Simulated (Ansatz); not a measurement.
# Ti3Al: a series of runs

Aim: follow a series of runs on Ti3Al and read the state that each reaches.

Method: DFT PBE, scalar-relativistic, plane waves, PAW, in Ansatz 0.2.0.

4 further runs of the same task are left out: 4 set aside as unsound or not needed.

**1. The system as given**

It takes space group P-6m2 (No. 187, hexagonal). Conventional cell: a = 2.930 Å, b = 2.930 Å, c = 9.232 Å, α = 90.00°, β = 90.00°, γ = 120.00°. Ti (site symmetry -6m2) has 12 Ti at 2.86 to 2.93 Å as nearest neighbours. Around Ti (site symmetry 3m) lie 9 Ti at 2.86 to 2.93 Å and 3 Al at 2.86 Å. Around Al (site symmetry -6m2) lie 6 Ti at 2.86 Å and 6 Al at 2.93 Å.

Structure file:

```xyz
4
Lattice="2.9297 0.0000 0.0000 -1.4649 2.5372 0.0000 0.0000 0.0000 9.2315" Properties=species:S:1:pos:R:3 pbc="T T T"
Ti    1.4649    0.8457    0.0000
Ti    0.0000    1.6915    6.9279
Ti    0.0000    1.6915    2.3037
Al    1.4649    0.8457    4.6158
```

**2. Volume 17.155 Å³ an atom, total moment held at 0.500 muB a cell**

Contents of input.yaml:

```yaml
crystal:
  lattice:
    - [2.9297375378, 0.0, 0.0]
    - [-1.4648687689, 2.5372271342, 0.0]
    - [0.0, 0.0, 9.2315308791]
  atoms:
    - { symbol: Ti, position: [0.6666666667, 0.3333333333, 0.0], spin: 0.167 }
    - { symbol: Ti, position: [0.3333333333, 0.6666666667, 0.7504575714], spin: 0.167 }
    - { symbol: Ti, position: [0.3333333333, 0.6666666667, 0.2495424286], spin: 0.167 }
    - { symbol: Al, position: [0.6666666667, 0.3333333333, 0.5] }
basis:
  ecutwfc: 520.0
kpoints:
  mp_grid: { grid: [18, 18, 6] }
hamiltonian:
  xc: pbe
  pseudopotentials: { kind: paw, azcp: { folder: soft_1 } }
scf:
  occupations: { method: gaussian, width: 0.15 }
  lower_state_search: "off"
output:
  forces: true
  stress: true
  eigenvalues: true
  populations: true
magnetization:
  spin_polarized: true
  initial_magnetization: 0.5
  spin_locking: { lock_magnetization: hard }
```

Run with:

```
> ansatz run input.yaml --threads 4 --pin off --max-ram 8192MiB --backend cpu --events-out ev --progress --plain --runs-dir out
```

What it wrote, cut to the lines that bear on the results:

```text
Warning: output.stress: scf.convergence.dr2_threshold = 1e-7 eV (the SCF's general default) is looser than the 4e-10 eV advised for a printed stress (1e-10 eV for each atom of the cell: 4). What an SCF threshold leaves in a stress goes as its square root, and in the free energy as the [...]
Warning: RAYON_NUM_THREADS=4 ignored (pool sized by the plan → 4); use --threads N
[...]
Pseudopotentials: kind: paw
Pseudopotential: Ti, paw, valence charge 12, recommended cutoff 420 eV (normal), <dir>
Pseudopotential: Al, paw, valence charge 3, recommended cutoff 420 eV (normal), <dir>
Functional definition: PBE
[...]
Crystal: 4 atoms, lattice volume = 68.622 Å³
Basis set: ecut = 520 eV, 1907 PW (Γ), exchange–correlation on 48×48×144 points (8 copies of the dense FFT grid, shifted against one another)
Bands: 24, of which v1, the nominal top of the filled ones, is band 20 counted from 1 (19 counted from 0)
Symmetry: 12 space group operations
Space group: P-6m2 (ITA 187), of the structure as read, at distance tolerance 4.1e-5 Å
Magnetic group: BNS 187.209 (UNI 1439), of the structure as read, at distance tolerance 4.1e-5 Å
k-points: 148 of 1944 (time reversal used)
[...]
Starting moments: Σ|m| = 0.502 μB on 4 of 4 sites
[...]
SCF iter   1: F=—  HF=-8037.799428 eV  |F-HF|=—  |Δ(HF+E_count)|=         —  Δρ=2.91e-2 (↑2.91e-2 ↓2.23e-2)  dr2=3.44e0  dr2_m=1.32e-2  M=0.500 μB ∫|m|=0.500 μB  β_m=0.30  ethr=3.10e-3  ⟨swp⟩=4.8  Hψ=25869  notcnv=0
[...]
spin=Collinear: Kerker preconditioning applied to the charge; magnetization (m = ρ↑ − ρ↓) channel mixes plain (no charge-response kernel on spin).
[...]
SCF converged after 12 iterations
Stability checked in part: among states of this total moment the steps that led to this state did not find it unstable. No probe was made; neither looks for a lower state of another moment (fixed_total_moment; see scf.lower_state_search)
Magnetization: 0.5000 μB (19.7500 up, 19.2500 down)
Absolute magnetization: 0.5001 μB (∫|ρ↑−ρ↓|, with the PAW one-centre terms)
Spin contamination: 0.0021 ħ² per cell (⟨S²⟩ above its minimum at these occupations)
Per-site moments (μB) at R_I (Å): [(0.07198986550173529, 1.178910551443652), (0.13780476691125687, 1.178910551443652), (0.137804766911257, 1.1789105514436524), (0.019972268043783922, 1.1817213256751304)]
Free energy (F): -8037.034905 eV
[...]
E sigma→0 (E₀):  -8037.011962 eV
Entropy (-TS):   -0.045886 eV (-11.472 meV/atom)
Fermi energy:    11.709574 (↑ 11.778988, ↓ 11.640159) eV
[...]
--- Forces (eV/Å), atoms counted from 1 ---
  atom   1  Ti     0.00000000    -0.00000000     0.00000000
  atom   2  Ti     0.00000000     0.00000000    -0.02397258
  atom   3  Ti     0.00000000     0.00000000     0.02397258
  atom   4  Al     0.00000000     0.00000000     0.00000000
[...]
--- Stress (GPa, compression-positive) ---
        0.001388       0.000000       0.000000
        0.000000       0.001388       0.000000
        0.000000       0.000000       0.262778
  P = ⅓ Tr σ = 0.0885 GPa (0.885 kbar)
--- Band table (eV; the first three rows and the last of 296) ---
[... band rows left out ...]
[...]
--- Löwdin populations: 4 sites ---
  site symbol       q [e]    m [muB]
     0     Ti     11.8283     0.0894
     1     Ti     11.6751     0.1770
     2     Ti     11.6751     0.1770
     3     Al      3.4322     0.0363
  spilling = 0.009977 (of n_electrons = 39.000000)
```

It took 27 s on 4 threads of Intel Xeon Platinum 8375C at 2.90GHz (Ice Lake), shared host; peak memory 0.81 GiB.

**3. Volume 17.155 Å³ an atom, total moment held at 1.500 muB a cell**

Contents of input.yaml:

```yaml
crystal:
  lattice:
    - [2.9297375378, 0.0, 0.0]
    - [-1.4648687689, 2.5372271342, 0.0]
    - [0.0, 0.0, 9.2315308791]
  atoms:
    - { symbol: Ti, position: [0.6666666667, 0.3333333333, 0.0], spin: 0.5 }
    - { symbol: Ti, position: [0.3333333333, 0.6666666667, 0.7504575714], spin: 0.5 }
    - { symbol: Ti, position: [0.3333333333, 0.6666666667, 0.2495424286], spin: 0.5 }
    - { symbol: Al, position: [0.6666666667, 0.3333333333, 0.5] }
basis:
  ecutwfc: 520.0
kpoints:
  mp_grid: { grid: [18, 18, 6] }
hamiltonian:
  xc: pbe
  pseudopotentials: { kind: paw, azcp: { folder: soft_1 } }
scf:
  occupations: { method: gaussian, width: 0.15 }
  lower_state_search: "off"
output:
  forces: true
  stress: true
  eigenvalues: true
  populations: true
magnetization:
  spin_polarized: true
  initial_magnetization: 1.5
  spin_locking: { lock_magnetization: hard }
```

Run with:

```
> ansatz run input.yaml --threads 4 --pin off --max-ram 8192MiB --backend cpu --events-out ev --progress --plain --runs-dir out
```

What it wrote, cut to the lines that bear on the results:

```text
Warning: output.stress: scf.convergence.dr2_threshold = 1e-7 eV (the SCF's general default) is looser than the 4e-10 eV advised for a printed stress (1e-10 eV for each atom of the cell: 4). What an SCF threshold leaves in a stress goes as its square root, and in the free energy as the [...]
Warning: RAYON_NUM_THREADS=4 ignored (pool sized by the plan → 4); use --threads N
[...]
[... 4 set-up lines as earlier in the session ...]
[...]
Crystal: 4 atoms, lattice volume = 68.622 Å³
Basis set: ecut = 520 eV, 1907 PW (Γ), exchange–correlation on 48×48×144 points (8 copies of the dense FFT grid, shifted against one another)
Bands: 25, of which v1, the nominal top of the filled ones, is band 20 counted from 1 (19 counted from 0)
[... 2 set-up lines as earlier in the session ...]
[...]
Per-site moments (μB) at R_I (Å): [(0.23301858084035146, 1.178910551443652), (0.4089137607231701, 1.178910551443652), (0.4089137607231705, 1.1789105514436524), (0.04873142005870021, 1.1817213256751304)]
Free energy (F): -8036.906635 eV
[...]
E sigma→0 (E₀):  -8036.878091 eV
Entropy (-TS):   -0.057088 eV (-14.272 meV/atom)
Fermi energy:    11.747798 (↑ 11.928390, ↓ 11.567206) eV
[...]
--- Forces (eV/Å), atoms counted from 1 ---
  atom   1  Ti     0.00000000    -0.00000000     0.00000000
  atom   2  Ti     0.00000000     0.00000000    -0.12819994
  atom   3  Ti     0.00000000     0.00000000     0.12819994
  atom   4  Al     0.00000000     0.00000000     0.00000000
[...]
--- Stress (GPa, compression-positive) ---
       -0.008170       0.000000       0.000000
        0.000000      -0.008170       0.000000
        0.000000       0.000000       1.597801
  P = ⅓ Tr σ = 0.5272 GPa (5.272 kbar)
--- Band table (eV; the first three rows and the last of 296) ---
[... band rows left out ...]
[...]
--- Löwdin populations: 4 sites ---
  site symbol       q [e]    m [muB]
     0     Ti     11.8284     0.2834
     1     Ti     11.6789     0.5266
     2     Ti     11.6789     0.5266
     3     Al      3.4282     0.0956
  spilling = 0.009885 (of n_electrons = 39.000000)
```

It took 25 s on 4 threads of Intel Xeon Platinum 8375C at 2.90GHz (Ice Lake), shared host; peak memory 0.81 GiB.

**4. The runs at a glance**

| step | level | volume (Å³/atom) | pressure (GPa) | gap on the mesh (eV) | largest spin moment (μB) | time |
| --- | --- | --- | --- | --- | --- | --- |
| 2 | PBE, scalar-relativistic | 17.155 | 0.1 | metal | 0.14 | 27 s |
| 3 | PBE, scalar-relativistic | 17.155 | 0.5 | metal | 0.41 | 25 s |

Each row holds for the state that its run reached, which need not be the ground state, so the rows aren't joined into a trend here.
